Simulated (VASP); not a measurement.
**HgS in VASP 6.6.1, single-point calculation**

INCAR

```
EDIFF = 1E-7
LWAVE = .FALSE.
SIGMA = 0.02
NBANDS = 16
LREAL = .FALSE.
ISIF = 2
LASPH = .TRUE.
LCHARG = .FALSE.
NELM = 120
ISMEAR = -1
NSW = 0
IBRION = -1
GGA = PE
PREC = High
ENCUT = 520
```

KPOINTS

```
KPOINTS created by Atomic Simulation Environment
0
Gamma
8 8 8
0 0 0
```

POSCAR

```
Hg S
 1.0000000000000000
     0.0000000000000000    2.8869061985000002    2.8869061985000002
     2.8869061985000002    0.0000000000000000    2.8869061985000002
     2.8869061985000002    2.8869061985000002    0.0000000000000000
 Hg  S
   1   1
Cartesian
  0.0000000000000000  0.0000000000000000  0.0000000000000000
  1.4434530992499999  1.4434530992499999  1.4434530992499999
```

The recommended PBE PAW datasets give the neutral cell 18 valence electrons.

Command

```
mpirun -np 1 vasp_std
```

OSZICAR

```
N       E                     dE             d eps       ncg     rms          rms(c)
DAV:   1     0.113006562942E+03    0.11301E+03   -0.87029E+03   936   0.102E+03
DAV:   2    -0.782800705441E+00   -0.11379E+03   -0.10613E+03  1104   0.248E+02
DAV:   3    -0.485601709198E+01   -0.40732E+01   -0.40621E+01  1160   0.485E+01
DAV:   4    -0.488115771374E+01   -0.25141E-01   -0.25138E-01  1168   0.384E+00
DAV:   5    -0.488149551192E+01   -0.33780E-03   -0.33779E-03  1144   0.426E-01    0.118E+01
DAV:   6    -0.443870041267E+01    0.44280E+00   -0.72303E-01  1384   0.124E+01    0.886E+00
DAV:   7    -0.442763603572E+01    0.11064E-01   -0.18111E-01  1184   0.306E+00    0.370E+00
DAV:   8    -0.442555875733E+01    0.20773E-02   -0.20582E-02  1152   0.184E+00    0.293E-01
DAV:   9    -0.442529631367E+01    0.26244E-03   -0.21231E-03  1112   0.723E-01    0.711E-02
DAV:  10    -0.442531702958E+01   -0.20716E-04   -0.17964E-04  1104   0.154E-01    0.550E-02
DAV:  11    -0.442534149725E+01   -0.24468E-04   -0.50032E-05  1160   0.726E-02    0.194E-02
DAV:  12    -0.442534141098E+01    0.86275E-07   -0.84653E-06  1088   0.343E-02    0.928E-03
DAV:  13    -0.442534197284E+01   -0.56186E-06   -0.16032E-06  1104   0.762E-03    0.347E-03
DAV:  14    -0.442534188537E+01    0.87466E-07   -0.56589E-08  1008   0.180E-03
   1 F= -.44253419E+01 E0= -.44252665E+01  d E =-.150703E-03
```

From OUTCAR

```
k-points           NKPTS =     29   k-points in BZ     NKDIM =     29   number of bands    NBANDS=     16

   NELECT =      18.0000    total number of electrons

   dimension x,y,z NGX =    30 NGY =   30 NGZ =   30
   dimension x,y,z NGXF=    36 NGYF=   36 NGZF=   36

  energy-cutoff  :      520.00
  volume of cell :       48.12
      direct lattice vectors                 reciprocal lattice vectors
     0.000000000  2.886906199  2.886906199    -0.173195790  0.173195790  0.173195790
     2.886906199  0.000000000  2.886906199     0.173195790 -0.173195790  0.173195790
     2.886906199  2.886906199  0.000000000     0.173195790  0.173195790 -0.173195790

 k-points in reciprocal lattice and weights: KPOINTS created by Atomic Simulation Env
   0.00000000  0.00000000  0.00000000       0.002
   0.12500000  0.00000000  0.00000000       0.016
   0.25000000  0.00000000  0.00000000       0.016
   0.37500000  0.00000000  0.00000000       0.016
   0.50000000  0.00000000  0.00000000       0.008
   0.12500000  0.12500000  0.00000000       0.012
   0.25000000  0.12500000  0.00000000       0.047
   0.37500000  0.12500000  0.00000000       0.047
   ...

 E-fermi :   2.5842

 k-point     1 :       0.0000    0.0000    0.0000
  band No.  band energies     occupation
      1     -11.0436      2.00000
      2      -4.8091      2.00000
      3      -4.8091      2.00000
      4      -4.8091      2.00000
      5      -3.8098      2.00000
      6      -3.8098      2.00000
      7       2.1775      2.00000
      8       2.5703      1.33474
      9       2.5703      1.33472
     10       2.5703      1.33472
     11       8.5240      0.00000
     12       8.5240      0.00000
     13       8.5240      0.00000
     14      12.6725      0.00000
     15      14.1857      0.00000
     16      14.1857      0.00000

 k-point     2 :       0.1250    0.0000    0.0000
  band No.  band energies     occupation
      1     -10.9610      2.00000
      2      -4.7853      2.00000
      3      -4.7689      2.00000
      4      -4.7689      2.00000
      5      -3.8130      2.00000
      6      -3.8130      2.00000
      7       1.0605      2.00000
      8       2.4051      1.99974
      9       2.4051      1.99974
     10       3.4057      0.00000
     11       8.1500      0.00000
     12       8.7439      0.00000
     13       8.7439      0.00000
     14      13.5502      0.00000
     15      13.5502      0.00000
     16      13.6001      0.00000

 k-point     3 :       0.2500    0.0000    0.0000
  band No.  band energies     occupation
      1     -10.7558      2.00000
      2      -4.6801      2.00000
      3      -4.6801      2.00000
      4      -4.6361      2.00000
      5      -3.8033      2.00000
      6      -3.8033      2.00000
      7      -0.4669      2.00000
      8       2.0257      2.00000
      9       2.0257      2.00000
     10       4.0144      0.00000
     11       8.1736      0.00000
     12       9.1388      0.00000
     13       9.1388      0.00000
     14      13.2413      0.00000
     15      13.2413      0.00000
     16      13.3312      0.00000

 ...

  Total        2.3258435      2.3258435      2.3258435      0.0000000     -0.0000000      0.0000000
  in kB       77.4395907     77.4395907     77.4395907      0.0000000     -0.0000000      0.0000000
  external PRESSURE =      77.4395907 kB  Pullay stress =       0.0000000 kB

 POSITION                                       TOTAL-FORCE (eV/Angst)
 -----------------------------------------------------------------------------------
      0.00000      0.00000      0.00000         0.000000      0.000000      0.000000
      1.44345      1.44345      1.44345        -0.000000     -0.000000     -0.000000
 -----------------------------------------------------------------------------------
    total drift:                               -0.000002     -0.000002      0.000000

  FREE ENERGIE OF THE ION-ELECTRON SYSTEM (eV)
  ---------------------------------------------------
  free  energy   TOTEN  =        -4.4253418854 eV

  energy  without entropy=       -4.4251911825  energy(sigma->0) =       -4.42526653
```

It converged. Results: gap between bands v and c on the k mesh 0.00 eV; least direct gap on the k mesh 0.00 eV; pressure 7.7 GPa. Band v is the last that the valence electrons fill when counted band by band, and c is the next.

For comparison, a separate PBE run of the intended cell, on usual settings and not on those above, gives a gap of 0.00 eV on its mesh and a pressure of 7.7 GPa.

The run above took about 22 s on one core of a shared host (Intel Xeon Platinum 8488C) and held 0.14 GiB at most.
